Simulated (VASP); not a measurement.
Method: PBE GGA, VASP's PBE PAW potentials (set 64) (plane waves; VASP).

The input files of a VASP run:

### INCAR
```
# general
SYSTEM  = ZrO2
PREC    = Accurate
ENCUT   = 400
LREAL   = .FALSE.
LASPH   = .TRUE.

# electronic loop
EDIFF   = 1E-6
NELM    = 100
ALGO    = Normal
LMAXMIX = 4

# smearing
ISMEAR  = -1
SIGMA   = 0.05

# functional
GGA     = PE

# ions
ISIF    = 2

# output
LWAVE   = .FALSE.
LCHARG  = .FALSE.
```

File KPOINTS:
```
Automatic mesh
0
Gamma
11 11 11
0 0 0
```

### POSCAR
```
ZrO2
1
    0.0000000000     2.5450000000     2.5450000000
    2.5450000000     0.0000000000     2.5450000000
    2.5450000000     2.5450000000     0.0000000000
Zr O
1 2
Direct
  0.0000000000   0.0000000000   0.0000000000
  0.2500000000   0.2500000000   0.2500000000
  0.7500000000   0.7500000000   0.7500000000
```

POTCAR, in this order: Zr_sv O (PBE.64 set). Program: vasp_std.

The run wrote:

**OSZICAR**
```
       N       E                     dE             d eps       ncg     rms          rms(c)
DAV:   1     0.158669805898E+03    0.15867E+03   -0.12682E+04  1792   0.126E+03
DAV:   2    -0.289563591877E+02   -0.18763E+03   -0.18438E+03  2312   0.350E+02
DAV:   3    -0.347114204733E+02   -0.57551E+01   -0.57513E+01  2488   0.630E+01
DAV:   4    -0.348481751865E+02   -0.13675E+00   -0.13674E+00  2576   0.784E+00
DAV:   5    -0.348506843497E+02   -0.25092E-02   -0.25091E-02  2336   0.845E-01    0.247E+01
DAV:   6    -0.286670133675E+02    0.61837E+01   -0.34789E+01  2048   0.457E+01    0.989E+00
DAV:   7    -0.286228935233E+02    0.44120E-01   -0.12887E+00  2512   0.919E+00    0.614E+00
DAV:   8    -0.285946546875E+02    0.28239E-01   -0.16591E-01  2424   0.419E+00    0.442E-01
DAV:   9    -0.285949966557E+02   -0.34197E-03   -0.16561E-02  2408   0.901E-01    0.317E-01
DAV:  10    -0.285960169929E+02   -0.10203E-02   -0.51744E-03  2160   0.716E-01    0.150E-01
DAV:  11    -0.285960404748E+02   -0.23482E-04   -0.17721E-03  2368   0.346E-01    0.146E-01
DAV:  12    -0.285959763228E+02    0.64152E-04   -0.37260E-04  1960   0.155E-01    0.485E-03
DAV:  13    -0.285959781659E+02   -0.18431E-05   -0.13226E-05  2384   0.267E-02    0.374E-03
DAV:  14    -0.285959784865E+02   -0.32059E-06   -0.23131E-06  1856   0.103E-02
   1 F= -.28595978E+02 E0= -.28595978E+02  d E =-.586906E-11
```

### OUTCAR
```
------------------------ aborting loop because EDIFF is reached ----------------------------------------
  FORCE on cell =-STRESS in cart. coord.  units (eV):
  Direction    XX          YY          ZZ          XY          YZ          ZX
  --------------------------------------------------------------------------------------
  Total       -0.4260062     -0.4260062     -0.4260062      0.0000000      0.0000000      0.0000000
  in kB      -20.7029936    -20.7029936    -20.7029936      0.0000000      0.0000000      0.0000000
  external PRESSURE =     -20.7029936 kB  Pullay stress =       0.0000000 kB
  volume of cell :       32.97
      direct lattice vectors                 reciprocal lattice vectors
     0.000000000  2.545000000  2.545000000    -0.196463654  0.196463654  0.196463654
     2.545000000  0.000000000  2.545000000     0.196463654 -0.196463654  0.196463654
     2.545000000  2.545000000  0.000000000     0.196463654  0.196463654 -0.196463654
 POSITION                                       TOTAL-FORCE (eV/Angst)
 -----------------------------------------------------------------------------------
      0.00000      0.00000      0.00000         0.000000     -0.000000      0.000000
      1.27250      1.27250      1.27250         0.000000      0.000000      0.000000
      3.81750      3.81750      3.81750        -0.000000     -0.000000     -0.000000
 -----------------------------------------------------------------------------------
    total drift:                               -0.000000      0.000000      0.000000
  FREE ENERGIE OF THE ION-ELECTRON SYSTEM (eV)
  ---------------------------------------------------
  free  energy   TOTEN  =       -28.5959784865 eV

  energy  without entropy=      -28.5959784865  energy(sigma->0) =      -28.59597849
```
(Selected blocks of OUTCAR.)

At this cut-off the stress carries a Pulay error, which pulls relaxed volumes low.

The structure is a typed ZrO2 crystal (Fm-3m). The cell was not relaxed at this level.
